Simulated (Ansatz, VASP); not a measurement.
## Tl in VASP and in Ansatz

Contents of POSCAR:

```
Tl
1.0
    3.3535284639      0.0000000000      0.0000000000
   -1.6767642320      2.9042408421      0.0000000000
    0.0000000000      0.0000000000      3.1334531585
Tl
1
Direct
    0.0000000000      0.0000000000      0.0000000000
```

Contents of INCAR.step1:

```
SYSTEM = Tl
PREC = Accurate
ENCUT = 520
ISMEAR = 0
SIGMA = 0.1
LREAL = .FALSE.
LASPH = .TRUE.
NELM = 80
NBANDS = 12
GGA = PE
ALGO = Normal
EDIFF = 1E-4
LWAVE = .TRUE.
LCHARG = .FALSE.
```

INCAR.step2

```
SYSTEM = Tl
PREC = Accurate
ENCUT = 520
EDIFF = 1E-6
ISMEAR = 0
SIGMA = 0.1
LREAL = .FALSE.
LASPH = .TRUE.
NELM = 80
ALGO = Normal
ISIF = 2
LWAVE = .FALSE.
LCHARG = .FALSE.
METAGGA = R2SCAN
LMIXTAU = .TRUE.
NBANDS = 12
ISTART = 1
```

The input KPOINTS:

```
Automatic mesh
0
G
  6 6 6
  0 0 0
```

Input for Ansatz:

```yaml
crystal:
  lattice:
    - [3.3535284639, 0.0, 0.0]
    - [-1.676764232, 2.9042408421, 0.0]
    - [0.0, 0.0, 3.1334531585]
  atoms:
    - { symbol: Tl, position: [0.0, 0.0, 0.0] }
basis:
  ecutwfc: 500
kpoints:
  mp_grid: { grid: [6, 6, 6] }
hamiltonian:
  xc: r2scan
scf:
  occupations: { method: gaussian, width: 0.1 }
  lower_state_search: "off"
output:
  forces: true
  stress: true
  eigenvalues: true
```

Alike in both runs: task single point; functional r2SCAN; k mesh 6 × 6 × 6; occupations gaussian, width 0.1 eV; no spin polarisation.

|  | VASP | Ansatz |
| --- | --- | --- |
| version | VASP 6.6.1 | Ansatz 0.2.0 |
| potentials or method | VASP PAW PBE potentials, release 64 (Tl_d) | scalar-relativistic, plane waves, PAW |
| plane-wave cutoff (eV) | 520 | 500 |
| valence electrons in the cell | 13 | 13 |

```csv
,VASP,Ansatz,Ansatz less VASP
gap on the k mesh at the Fermi level (eV),none,none,-
pressure (GPa),0.7,0.8,+0.05
largest component of the traceless stress (GPa),1.44,1.43,-0.002
```

A gap of «none» marks a metal or a gap that the smearing closes.

Caveats: the k mesh is coarse (spacing up to 0.36 Å⁻¹), so the values aren't converged; the PAW data sets were made with another functional, which shifts forces and pressure a little (VASP). The runs have no spin-orbit coupling, so splittings on Tl are missing.
